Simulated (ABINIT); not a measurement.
Set up this calculation in ABINIT 10.8.3 (patched build), as the native input.

```
Task                : single point
Functional          : PBE
Potentials or basis : JTH PAW PBE v2.0
Cutoff              : 599 eV
k mesh              : 10 × 10 × 6
Occupations         : fermi-dirac, width 0.05 eV
Spin                : no spin polarisation
Fine-grid cutoff    : 1197.3 eV
```

Crystal: Zn.

```
Zn
1.0
    -1.56904    1.56904    1.56904
     1.56904   -1.56904    1.56904
     3.13807    3.13807    0.00000
Zn
2
Direct
  0.00533 0.93872 0.00316
  0.49467 0.56128 0.49684
```

This isn't the form of Zn at room conditions, which is hcp.

These files were run (other wordings do the same):

run.abi

```
# Pseudopotentials
pp_dirpath "./"
pseudos "Zn.GGA_PBE-JTH.xml"

# Structure
acell 3*1.0
rprim
    -2.9650502094     2.9650502094     2.9650502094
     2.9650502094    -2.9650502094     2.9650502094
     5.9301004188     5.9301004188     0.0000000000
ntypat 1
znucl 30
natom 2
typat 1 1
xred
     0.0053326000     0.9387211400     0.0031574700
     0.4946674000     0.5612788600     0.4968425300
chkprim 0
chksymtnons 0
tolsym 1.0e-6

# Plane-wave basis
ecut 22.0
pawecutdg 44.0
pawxcdev 0

# k points
kptopt 1
ngkpt 10 10 6
nshiftk 1
shiftk 0.0 0.0 0.0

# Exchange and correlation
ixc 11

# Bands and occupations
nband 16
occopt 3
tsmear 0.00183747

# SCF cycle
nstep 100
tolvrs 1.0e-9

# Output
iomode 3
prtwf 0
prtden 0
prteig 0
prtebands 0
enunit 1
```

Potentials or basis: JTH PAW PBE v2.0.

Launch:

```bash
$ abinit run.abi > log 2>&1
```

It gave:

| Quantity | Value |
| --- | --- |
| Pressure | -0.3 GPa |
| Largest force | 0.255 eV/Å |
| Band gap on the k mesh | none (metal or under the smearing width) |
| Valence electrons inside the program's atomic spheres | Zn 10.73 (radii [1.2212] Å) |

Wall time 5.3 min on 1 thread of Arm Neoverse V1 (shared host), peak memory 0.24 GiB.
